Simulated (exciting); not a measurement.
# TaN (Fm-3m) in exciting: equation of state

Aim: energy against volume of TaN in PBEsol, for its equilibrium volume and stiffness.

Program: exciting (release sodium). These are calculated values, not measurements. Logs are shortened: lines on timing, memory, paths and dates and some standing lists are left out, and cuts for length are marked.

## 1. The crystal as given

The structure is cubic, space group Fm-3m (No. 225). Conventional cell: a = 4.423 Å, b = 4.423 Å, c = 4.423 Å, α = 90.00°, β = 90.00°, γ = 90.00°. Around Ta (site symmetry m-3m) lie 6 N at 2.21 Å. Around N (site symmetry m-3m) lie 6 Ta at 2.21 Å.

The cell comes from a database or a generator and needn't be the stable form of this composition.

## 2. Equation of state, PBEsol, 10.16 Å³/atom (volume scaled by 0.94)

input.xml

```xml
<input>
  <title>TaN</title>
  <structure speciespath="./" tshift="false">
    <crystal scale="1">
      <basevect>0.000000000000 4.093489379491 4.093489379491</basevect>
      <basevect>4.093489379491 0.000000000000 4.093489379491</basevect>
      <basevect>4.093489379491 4.093489379491 0.000000000000</basevect>
    </crystal>
    <species speciesfile="Ta.xml" rmt="2.3">
      <atom coord="0.500000000000 0.500000000000 0.500000000000"/>
    </species>
    <species speciesfile="N.xml" rmt="1.45">
      <atom coord="0.000000000000 0.000000000000 0.000000000000"/>
    </species>
  </structure>
  <groundstate do="fromscratch" ngridk="10 10 10" rgkmax="7.5" gmaxvr="14" lmaxapw="10" lmaxmat="10" lmaxvr="8" xctype="GGA_PBE_SOL" stype="Fermi Dirac" swidth="0.00183747" nempty="14" ValenceRelativity="iora*" epsengy="1e-05" epspot="1e-05" maxscl="60" outputlevel="normal"/>
</input>
```

Potentials or basis: all-electron LAPW+lo, shipped species files, valence relativity iora*.

Started as:

```console
$ OMP_NUM_THREADS=1 exciting_smp
```

INFO.OUT:

```text
================================================================================
EXCITING SODIUM started
[... 10 lines left out ...]

 Lattice vectors (cartesian) :
      0.0000000000      4.0934893795      4.0934893795
      4.0934893795      0.0000000000      4.0934893795
      4.0934893795      4.0934893795      0.0000000000

 Reciprocal lattice vectors (cartesian) :
     -0.7674608048      0.7674608048      0.7674608048
      0.7674608048     -0.7674608048      0.7674608048
      0.7674608048      0.7674608048     -0.7674608048

 Unit cell volume                           :     137.1863810127
 Brillouin zone volume                      :       1.8081256435

 Species :    1 (Ta)
     parameters loaded from                 :    Ta.xml
     name                                   :    tantalum
     nuclear charge                         :     -73.00000000
     electronic charge                      :      73.00000000
     atomic mass                            :  329847.84330000
     muffin-tin radius                      :       2.30000000
     # of radial points in muffin-tin       :     450

     atomic positions (lattice) :
       1 :   0.50000000  0.50000000  0.50000000

 Species :    2 (N)
     parameters loaded from                 :    N.xml
     name                                   :    nitrogen
     nuclear charge                         :      -7.00000000
     electronic charge                      :       7.00000000
     atomic mass                            :   25532.72506000
     muffin-tin radius                      :       1.45000000
     # of radial points in muffin-tin       :     250

     atomic positions (lattice) :
       1 :   0.00000000  0.00000000  0.00000000

 Total number of atoms per unit cell        :       2

 Spin treatment                             :    spin-unpolarised

 Number of Bravais lattice symmetries       :      48
 Number of crystal symmetries               :      48

 k-point grid                               :      10   10   10
 Total number of k-points                   :      47
 k-point set is reduced with crystal symmetries

 R^MT_min * |G+k|_max (rgkmax)              :       7.50000000
 Species with R^MT_min                      :       2 (N)
 Maximum |G+k| for APW functions            :       5.17241379
 Maximum |G| for potential and density      :      14.00000000

 G-vector grid sizes                        :      27    27    27
 Total number of G-vectors                  :    6375

 Maximum angular momentum used for
     APW functions                          :      10
     computing H and O matrix elements      :      10
     potential and density                  :       8
     inner part of muffin-tin               :       2

 Total nuclear charge                       :     -80.00000000
 Total electronic charge                    :      80.00000000
 Total core charge                          :      48.00000000
 Total valence charge                       :      32.00000000

 Number of empty states                     :      14
 Total number of valence states             :      31

 Maximum Hamiltonian size                   :     363
 Maximum number of plane-waves              :     332
 Total number of local-orbitals             :      31

 Exchange-correlation type                  :      22
     PBEsol, Phys. Rev. Lett. 100, 136406 (2008)
     Generalised gradient approximation (GGA)

[... 20 lines left out ...]
+ SCF iteration number :    1                                                  +
++++++++++++++++++++++++++++++++++++++++++++++++++++++++++++++++++++++++++++++++
 Total energy                               :    -15657.21423705
 _______________________________________________________________
 Fermi energy                               :         0.62644907
 Kinetic energy                             :     17602.80619625
 Coulomb energy                             :    -32940.41157112
 Exchange energy                            :      -314.36082644
 Correlation energy                         :        -5.24803573

 DOS at Fermi energy (states/Ha/cell)       :        20.37777164

 Electron charges :
     core                                   :        48.00000000
     core leakage                           :         0.00001717
     valence                                :        32.00000000
     interstitial                           :         3.98014178
     charge in muffin-tin spheres :
                  atom     1    Ta          :        69.89506244
                  atom     2     N          :         6.12479577
     total charge in muffin-tins            :        76.01985822
     total charge                           :        80.00000000
[... 490 lines left out ...]
 Electron charges :
     core                                   :        48.00000000
     core leakage                           :         0.00001686
     valence                                :        32.00000000
     interstitial                           :         4.09949134
     charge in muffin-tin spheres :
                  atom     1    Ta          :        70.37106169
                  atom     2     N          :         5.52944697
     total charge in muffin-tins            :        75.90050866
     total charge                           :        80.00000000

 RMS change in effective potential (target) :  0.637814E-07  ( 0.100000E-04)
 Absolute change in total energy   (target) :  0.661714E-06  ( 0.100000E-04)
 Charge distance                   (target) :  0.348446E-09  ( 0.100000E-04)

++++++++++++++++++++++++++++++++++++++++++++++++++++++++++++++++++++++++++++++++
| Convergency criteria checked for the last 2 iterations                       +
| Convergence targets achieved. Performing final SCF iteration                 +
++++++++++++++++++++++++++++++++++++++++++++++++++++++++++++++++++++++++++++++++
 Total energy                               :    -15676.11233514
 _______________________________________________________________
 Fermi energy                               :         0.65113528
 Kinetic energy                             :     17589.56891176
 Coulomb energy                             :    -32945.94464514
 Exchange energy                            :      -314.47523598
 Correlation energy                         :        -5.26136578

 DOS at Fermi energy (states/Ha/cell)       :        18.37322840

 Electron charges :
     core                                   :        48.00000000
     core leakage                           :         0.00001686
     valence                                :        32.00000000
     interstitial                           :         4.09949133
     charge in muffin-tin spheres :
                  atom     1    Ta          :        70.37106166
                  atom     2     N          :         5.52944700
     total charge in muffin-tins            :        75.90050867
     total charge                           :        80.00000000

++++++++++++++++++++++++++++++++++++++++++++++++++++++++++++++++++++++++++++++++
[... 12 lines left out ...]
| EXCITING SODIUM stopped                                                      =
================================================================================
```

Run time: 2.1 min. Hardware: 1 thread of Intel Xeon Platinum 8488C (Sapphire Rapids), shared host; peak memory 0.13 GiB.

What came out:

* Free energy: -426568.7532 eV
* Band gap on the k mesh: none (metal or under the smearing width)
* All electrons inside the program's atomic spheres: Ta 70.37; N 5.53 (radii Ta 2.3, N 1.45 bohr)

Caveat: the log's total energy holds no entropy term; the free energy is that total less TS from the occupations.

## 3. Equation of state, PBEsol, 10.38 Å³/atom (volume scaled by 0.96)

input.xml: that of step 2 with these lines changed.

```diff
@@ -4,5 +4,5 @@
     <crystal scale="1">
-      <basevect>0.000000000000 4.093489379491 4.093489379491</basevect>
-      <basevect>4.093489379491 0.000000000000 4.093489379491</basevect>
-      <basevect>4.093489379491 4.093489379491 0.000000000000</basevect>
+      <basevect>0.000000000000 4.122317719196 4.122317719196</basevect>
+      <basevect>4.122317719196 0.000000000000 4.122317719196</basevect>
+      <basevect>4.122317719196 4.122317719196 0.000000000000</basevect>
     </crystal>
```

Potentials or basis: all-electron LAPW+lo, shipped species files, valence relativity iora*.

Started as:

```console
$ OMP_NUM_THREADS=1 exciting_smp
```

Run time: 2.7 min. Hardware: 1 thread of Intel Xeon Platinum 8488C (Sapphire Rapids), shared host; peak memory 0.13 GiB.

It converged, with:

```
Free energy                                       : -426568.7725 eV
Band gap on the k mesh                            : none (metal or under the smearing width)
All electrons inside the program's atomic spheres : Ta 70.33; N 5.51 (radii Ta 2.3, N 1.45 bohr)
```

Caveat: the log's total energy holds no entropy term; the free energy is that total less TS from the occupations.

## 4. Equation of state, PBEsol, 10.60 Å³/atom (volume scaled by 0.98)

input.xml: that of step 3 with these lines changed.

```diff
@@ -4,5 +4,5 @@
     <crystal scale="1">
-      <basevect>0.000000000000 4.122317719196 4.122317719196</basevect>
-      <basevect>4.122317719196 0.000000000000 4.122317719196</basevect>
-      <basevect>4.122317719196 4.122317719196 0.000000000000</basevect>
+      <basevect>0.000000000000 4.150748395139 4.150748395139</basevect>
+      <basevect>4.150748395139 0.000000000000 4.150748395139</basevect>
+      <basevect>4.150748395139 4.150748395139 0.000000000000</basevect>
     </crystal>
```

Started as:

```console
$ OMP_NUM_THREADS=1 exciting_smp
```

Wall time 2.4 min (1 thread of Intel Xeon Platinum 8488C (Sapphire Rapids), shared host); peak memory 0.13 GiB.

The run converged. Its results:

| Item | Value |
| --- | --- |
| Free energy | -426568.7715 eV |
| Band gap on the k mesh | none (metal or under the smearing width) |
| All electrons inside the program's atomic spheres | Ta 70.29; N 5.49 (radii Ta 2.3, N 1.45 bohr) |

Caveat: the log's total energy holds no entropy term; the free energy is that total less TS from the occupations.

(Continued in part 2 of 2.)
